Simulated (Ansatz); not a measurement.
Crystal: La2O3.

```
CELL_PARAMETERS angstrom
6.37027 0.00000 0.00000
-3.18514 5.51682 0.00000
0.00000 0.00000 3.28989
ATOMIC_POSITIONS crystal
La 0.66667 0.33333 0.49810
La 0.33333 0.66667 0.50190
O 0.50461 0.00000 0.00000
O 0.00000 0.50461 0.00000
O 0.49539 0.49539 0.00000
```

The cell comes from a database or a generator and needn't be the stable form of this composition.

- Program: Ansatz 0.2.0
- Task: relaxation of cell and atoms
- Functional: LDA
- Potentials or basis: Ansatz PAW
- Cutoff: 420 eV (not typed: the program's choice for these potentials)
- k mesh: 5 × 5 × 8
- Occupations: fermi-dirac, width 0.05 eV
- Spin: no spin polarisation

At the start: volume 23.12 Å³/atom.

Question: Where does the relaxation end?

Answer: It ends after 7 steps and the volume is 21.89 Å³/atom (-5.3 %); space group P6/mmm (No. 191, to 0.05 Å).

The path:
```
step  energy change (eV)  largest force (eV/Å)  volume (Å³)
   1              0.0000                0.0511       115.62
   2             -0.1133                0.0129       109.68
   3             -0.1195                0.0007       109.70
   4             -0.1198                0.0009       109.66
   5             -0.1074                0.0009       109.66
   6             -0.1081                0.0001       109.45
   7             -0.1075                0.0001       109.45
```

Final structure:
```
CELL_PARAMETERS angstrom
6.25412 0.00000 0.00000
-3.12706 5.41623 0.00000
0.00000 0.00000 3.23106
ATOMIC_POSITIONS crystal
La 0.66667 0.33333 0.49999
La 0.33333 0.66667 0.50001
O 0.49999 0.00000 0.00000
O 0.00000 0.49999 0.00000
O 0.50001 0.50001 0.00000
```

Caveat: the plane-wave basis is chosen anew once the cell has moved, so the energies of steps on either side of that aren't comparable; the pressure holds a Pulay correction of +0.4 GPa for the finite cutoff; the PAW data sets come from PBE, with cores solved anew for the run's functional, which leaves a small shift of forces and pressure.
